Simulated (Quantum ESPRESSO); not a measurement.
A calculation with Quantum ESPRESSO 7.5 of Ge (native input, structure typed inline):

Contents of pw.in:

```
&CONTROL
  calculation = 'scf'
  prefix = 'pwscf'
  outdir = './tmp'
  pseudo_dir = './pseudo'
  tprnfor = .true.
  tstress = .true.
  disk_io = 'nowf'
/
&SYSTEM
  ibrav = 0
  nat = 1
  ntyp = 1
  ecutwfc = 55
  ecutrho = 440
  nbnd = 13
  occupations = 'smearing'
  smearing = 'fd'
  degauss = 0.00367493
/
&ELECTRONS
  conv_thr = 2d-10
  electron_maxstep = 120
  mixing_beta = 0.5
/
ATOMIC_SPECIES
Ge    72.6300 ge_pbe_v1.4.uspp.F.UPF
CELL_PARAMETERS angstrom
   1.3971490000   -2.6005160000    0.0000000000
   1.3971490000    2.6005160000    0.0000000000
   0.0000000000    0.0000000000    2.6982310000
ATOMIC_POSITIONS crystal
Ge     0.5000000000    0.5000000000    0.0000000000
K_POINTS automatic
11 11 10 0 0 0
```

Potentials or basis: SSSP 1.3 efficiency PBE.

Command:

```sh
$ OMP_NUM_THREADS=1 pw.x -in pw.in > pw.out
```

This isn't the form of Ge at room conditions, which is diamond.

Q: Write the same calculation in another form: ASE script, structure from a P1 CIF.

A: As run:

The input run.py:

```python
import numpy as np
from ase.calculators.espresso import Espresso, EspressoProfile
from ase.io import read

atoms = read('Ge.cif')

input_data = {
    'control': {'calculation': 'scf', 'prefix': 'pwscf', 'outdir': './tmp', 'tprnfor': True, 'tstress': True, 'disk_io': 'nowf'},
    'system': {'ecutwfc': 55.0, 'ecutrho': 440.0, 'nbnd': 13, 'occupations': 'smearing', 'smearing': 'fd', 'degauss': 0.00367493},
    'electrons': {'conv_thr': 2e-10, 'electron_maxstep': 120, 'mixing_beta': 0.5},
}
pseudopotentials = {'Ge': 'ge_pbe_v1.4.uspp.F.UPF'}
profile = EspressoProfile(command='pw.x', pseudo_dir='pseudo')
dft = Espresso(profile=profile, input_data=input_data, pseudopotentials=pseudopotentials, kpts=(11, 11, 10), koffset=(0, 0, 0))
atoms.calc = dft

print(f'energy {atoms.get_potential_energy():.8f} eV')
print('forces (eV/A)')
print(np.round(atoms.get_forces(), 6))
print('stress (eV/A^3, Voigt)')
print(np.round(atoms.get_stress(), 8))
print(f'Fermi level {dft.get_fermi_level():.4f} eV')
```

The input Ge.cif:

```cif
data_Ge
_cell_length_a 2.95206856
_cell_length_b 2.95206856
_cell_length_c 2.69823100
_cell_angle_alpha 90.00000000
_cell_angle_beta 90.00000000
_cell_angle_gamma 123.50542487
_space_group_name_H-M_alt 'P1'
_space_group_name_Hall 'P 1'
_space_group_IT_number 1
loop_
_space_group_symop_operation_xyz
'x,y,z'
loop_
_atom_site_label
_atom_site_type_symbol
_atom_site_symmetry_multiplicity
_atom_site_Wyckoff_symbol
_atom_site_fract_x
_atom_site_fract_y
_atom_site_fract_z
_atom_site_occupancy
Ge1 Ge 1 a 0.5000000000 0.5000000000 0.0000000000 1
```

Potentials or basis: SSSP 1.3 efficiency PBE.

Launch:

```bash
$ OMP_NUM_THREADS=1 python run.py
```

Both were run:

|  | native input, structure typed inline | ASE script, structure from a P1 CIF |
| --- | --- | --- |
| Pressure | -0.6 GPa | -0.6 GPa |
| Band gap on the k mesh | none (metal or under the smearing width) | none (metal or under the smearing width) |

Keys that steer only the numerical path or the files written may differ.
